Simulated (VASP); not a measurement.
**Ge in VASP 6.6.1, single-point calculation**

INCAR

```
IBRION = -1
NBANDS = 21
LCHARG = .FALSE.
EDIFF = 1E-7
SIGMA = 0.02
LREAL = .FALSE.
PREC = Accurate
ISIF = 2
LASPH = .TRUE.
NSW = 0
ENCUT = 520
LWAVE = .FALSE.
GGA = PE
MAGMOM = 1 -1
ISMEAR = -1
NELM = 120
ISPIN = 2
```

KPOINTS

```
KPOINTS created by Atomic Simulation Environment
0
Gamma
8 8 8
0 0 0
```

POSCAR

```
Ge
 1.0000000000000000
     0.0000000000000000    2.8368735120999999    2.9219797175000002
     2.8368735120999999    0.0000000000000000    2.9219797175000002
     2.8368735120999999    2.8368735120999999    0.0000000000000000
 Ge
   2
Cartesian
  0.0000000000000000  0.0000000000000000  0.0000000000000000
  1.4184367560499997  1.4184367560499997  1.4609898587499999
```

The recommended PBE PAW datasets give the neutral cell 28 valence electrons.

Command

```
mpirun -np 1 vasp_std
```

Problem. How does this run end, and what does it give?

Solution. It converged. Results: pressure 1.0 GPa; magnetic moment of the cell 0.00 μB.

OSZICAR

```
N       E                     dE             d eps       ncg     rms          rms(c)
DAV:   1     0.190668424621E+03    0.19067E+03   -0.14602E+04  5496   0.357E+03
DAV:   2     0.194021466936E+02   -0.17127E+03   -0.16595E+03  4991   0.628E+02
DAV:   3    -0.779029904480E+01   -0.27192E+02   -0.27020E+02  5691   0.146E+02
DAV:   4    -0.874361447329E+01   -0.95332E+00   -0.95286E+00  5631   0.312E+01
DAV:   5    -0.875984939077E+01   -0.16235E-01   -0.16235E-01  5666   0.459E+00    0.935E+00
DAV:   6    -0.898375352659E+01   -0.22390E+00   -0.12439E-01  6921   0.150E+01    0.408E+00
DAV:   7    -0.902687165035E+01   -0.43118E-01   -0.71662E-02  6687   0.881E+00    0.134E+00
DAV:   8    -0.901638346532E+01    0.10488E-01   -0.34945E-02  6220   0.189E+00    0.360E-01
DAV:   9    -0.901741888177E+01   -0.10354E-02   -0.51435E-03  6541   0.251E+00    0.104E-01
DAV:  10    -0.901769308407E+01   -0.27420E-03   -0.39911E-04  7298   0.904E-01    0.492E-02
DAV:  11    -0.901796356975E+01   -0.27049E-03   -0.33841E-04  6137   0.608E-01    0.211E-02
DAV:  12    -0.901792221844E+01    0.41351E-04   -0.40671E-05  6572   0.365E-01    0.850E-03
DAV:  13    -0.901792289959E+01   -0.68115E-06   -0.99034E-06  7174   0.570E-02    0.353E-03
DAV:  14    -0.901792389377E+01   -0.99418E-06   -0.18065E-06  5356   0.170E-02    0.150E-03
DAV:  15    -0.901792405908E+01   -0.16531E-06   -0.21048E-07  4708   0.396E-03    0.364E-04
DAV:  16    -0.901792406291E+01   -0.38335E-08   -0.22068E-08  2918   0.249E-03
   1 F= -.90179241E+01 E0= -.90178206E+01  d E =-.206984E-03  mag=     0.0000
```

For comparison, a separate PBE run of the intended cell, on usual settings and not on those above, gives a gap of -0.02 eV on its mesh and a pressure of 0.9 GPa.
